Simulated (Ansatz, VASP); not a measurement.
# Cl in VASP and in Ansatz

```xyz
8
Lattice="5.4689 0.0000 0.0000 0.0000 5.4689 0.0000 0.0000 0.0000 5.4689" Properties=species:S:1:pos:R:3 pbc="T T T"
Cl    2.7345    2.7345    2.7345
Cl    0.0000    0.0000    0.0000
Cl    1.3672    0.0000    2.7345
Cl    2.7345    1.3672    0.0000
Cl    2.7345    4.1017    0.0000
Cl    4.1017    0.0000    2.7345
Cl    0.0000    2.7345    4.1017
Cl    0.0000    2.7345    1.3672
```

Alike in both runs: functional r2SCAN; k mesh 8 × 8 × 8; occupations gaussian, width 0.1 eV; no spin polarisation.

Ansatz relaxed the structure, and its values are those at the end. VASP's run is a single point on that final structure, the one shown.

```csv
,VASP,Ansatz
version,VASP 6.6.1,Ansatz 0.2.0
potentials or method,"VASP PAW PBE potentials, release 64 (Cl)","scalar-relativistic, plane waves, PAW"
plane-wave cutoff (eV),520,500
valence electrons in the cell,56,56
```

|  | VASP | Ansatz | Ansatz less VASP |
| --- | --- | --- | --- |
| gap on the k mesh at the Fermi level (eV) | none | none | - |
| pressure (GPa) | -0.2 | 0.0 | +0.17 |

A gap of «none» marks a metal or a gap that the smearing closes. With one functional, cell and mesh, what is left measures potentials, basis and numerics.

Caveats: the PAW data sets were made with another functional, which shifts forces and pressure a little (VASP).
